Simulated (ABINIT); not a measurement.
A run of ABINIT 10.8.3 (patched build):

File run.abi:

```
ndtset 2

pp_dirpath "./"
pseudos "Pd.GGA_PBE-JTH.xml"

acell 2.7527666992 2.7527666992 2.7527666992 Angstrom
rprim
     0.0000000000     0.7071067812     0.7071067812
     0.7071067812     0.0000000000     0.7071067812
     0.7071067812     0.7071067812     0.0000000000
ntypat 1
znucl 46
natom 1
typat 1
xred
     0.0000000000     0.0000000000     0.0000000000

ecut 707.496042 eV
pawecutdg 48.0
pawxcdev 0

ixc -109134

occopt 3
tsmear 0.05 eV

nstep 100

iomode 3
prtwf 0
prteig 0
prtebands 0
enunit 1
prtden1 1
prtvha1 1
prtvclmb1 1
prtpot1 1

kptopt1 1
ngkpt1 12 12 12
nshiftk1 1
shiftk1 0.0 0.0 0.0
nband1 13
tolvrs1 1.0e-9

iscf2 -2
getden2 1
nband2 19
nbdbuf2 4
tolwfr2 1.0e-11
kptopt2 -9
ndivsm2 6
prteig2 1
kptbounds2
     0.0000000000     0.0000000000     0.0000000000
     0.5000000000     0.0000000000     0.5000000000
     0.5000000000     0.2500000000     0.7500000000
     0.3750000000     0.3750000000     0.7500000000
     0.0000000000     0.0000000000     0.0000000000
     0.5000000000     0.5000000000     0.5000000000
     0.6250000000     0.2500000000     0.6250000000
     0.5000000000     0.2500000000     0.7500000000
     0.5000000000     0.5000000000     0.5000000000
     0.3750000000     0.3750000000     0.7500000000
```

Potentials or basis: JTH PAW PBE v2.0.

Command:

```bash
$ abinit run.abi > log 2>&1
```

Hardware: 1 thread of Arm Neoverse V1 (shared host).

Problem. How long does it take, and how much memory?

Solution. Wall time 63 s on 1 thread of Arm Neoverse V1, with other jobs on the host, peak memory 0.13 GiB. Counts: scf iterations 22, mpi ranks 1, k points 72, bands 13, plane waves 648.
